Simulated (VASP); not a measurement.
Crystal: InPd.

```
In Pd
1.0
     3.27188    0.00000    0.00000
     0.00000    3.27188    0.00000
     0.00000    0.00000    3.27188
In Pd
1 1
Cartesian
  0.0000 0.0000 0.0000
  1.6359 1.6359 1.6359
```

The cell comes from a database or a generator and needn't be the stable form of this composition.

| Property | Result |
| --- | --- |
| Program | VASP 6.6.1 |
| Task | single point |
| Functional | PBEsol |
| Potentials or basis | VASP PAW PBE potentials, release 64 (In_d, Pd) |
| Cutoff | 520 eV |
| k mesh | 8 × 8 × 8 |
| Occupations | fermi-dirac, width 0.05 eV |
| Spin | no spin polarisation |

On this cell: pressure -2.9 GPa; largest force zero by symmetry; band gap on the k mesh none (metal or under the smearing width).

The same run follows on a disturbed copy (atoms moved at random, drawn with an rms of 0.05 Å):

```xyz
2
Lattice="3.2719 0.0000 0.0000 0.0000 3.2719 0.0000 0.0000 0.0000 3.2719" Properties=species:S:1:pos:R:3 pbc="T T T"
In   -0.0221    0.0011    0.0274
Pd    1.6003    1.6584    1.6093
```

Question: What changes?

Answer: The energy (extrapolated to zero smearing) moves by +3.4 meV/atom; pressure -2.7 GPa; largest force 0.227 eV/Å; band gap on the k mesh none (metal or under the smearing width).

Forces on the atoms (eV/Å):
```
In  -0.052  0.082 -0.205
Pd   0.052 -0.082  0.205
```

Stress tensor (GPa, compression positive):
```
-2.68 -0.03  0.07
-0.03 -2.69 -0.11
 0.07 -0.11 -2.79
```

Caveats: the PAW data sets were made with another functional, which shifts forces and pressure a little.
